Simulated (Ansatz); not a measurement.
# Al3Cu: the cost of one run

Computed with Ansatz 0.2.0 (DFT PBEsol, scalar-relativistic, plane waves, PAW, unless a step's input says otherwise).

1 further run of the same task is left out (set aside as unsound or not needed).

## 1. The starting structure

Symmetry: P4/mmm, No. 123, tetragonal system. Conventional cell: a = 2.786 Å, b = 2.786 Å, c = 7.570 Å, α = 90.00°, β = 90.00°, γ = 90.00°. Al (site symmetry 4/mmm) has 12 Al at 2.79 to 2.89 Å as nearest neighbours. Al (site symmetry 4mm) is surrounded by 4 Cu at 2.59 Å and 8 Al at 2.79 to 2.89 Å. Around Cu (site symmetry 4/mmm) lie 8 Al at 2.59 Å and 4 Cu at 2.79 Å.

As a file:

```xyz
4
Lattice="2.7860 0.0000 0.0000 0.0000 2.7860 0.0000 0.0000 0.0000 7.5698" Properties=species:S:1:pos:R:3 pbc="T T T"
Al    0.0000    0.0000    3.7849
Al    1.3930    1.3930    1.6759
Al    1.3930    1.3930    5.8939
Cu    0.0000    0.0000    0.0000
```

It goes back to an entry of the Materials Project, which need not be the stable form.

This cell was relaxed beforehand with the same method: volume 14.69 Å³/atom, gap on the mesh none (metal).

## 2. Relaxing at 8 GPa

What is minimised here is the enthalpy; the energy can go up as the cell is squeezed.

File input.yaml:

```yaml
crystal:
  lattice:
    - [2.7859707306, 0.0, 0.0]
    - [0.0, 2.7859707306, 0.0]
    - [0.0, 0.0, 7.5697807095]
  atoms:
    - { symbol: Al, position: [0.0, 0.0, 0.5] }
    - { symbol: Al, position: [0.5, 0.5, 0.2213906887] }
    - { symbol: Al, position: [0.5, 0.5, 0.7786093113] }
    - { symbol: Cu, position: [0.0, 0.0, 0.0] }
basis:
  ecutwfc: 420
kpoints:
  mp_grid: { grid: [16, 16, 6] }
hamiltonian:
  xc: pbesol
scf:
  occupations: { method: fermi_dirac, width: 0.15 }
output:
  forces: true
  stress: true
  eigenvalues: true
  write_density: true
  write_potential: true
  elf: true
  volumetric_format: npy
relax:
  adjacent_minimum: "off"
  f_tol: 0.001
  max_steps: 60
  cell: { stress_tol: 0.02, p_target: 8.0 }
```

Launch:

```sh
$ ansatz run input.yaml --threads 1 --pin off --max-ram 3072MiB --backend cpu --events-out ev --progress --plain --runs-dir out
```

What time and memory should one allow on 1 thread of Arm Neoverse V2, shared host?

About 86 s, with a peak of 0.48 GiB.
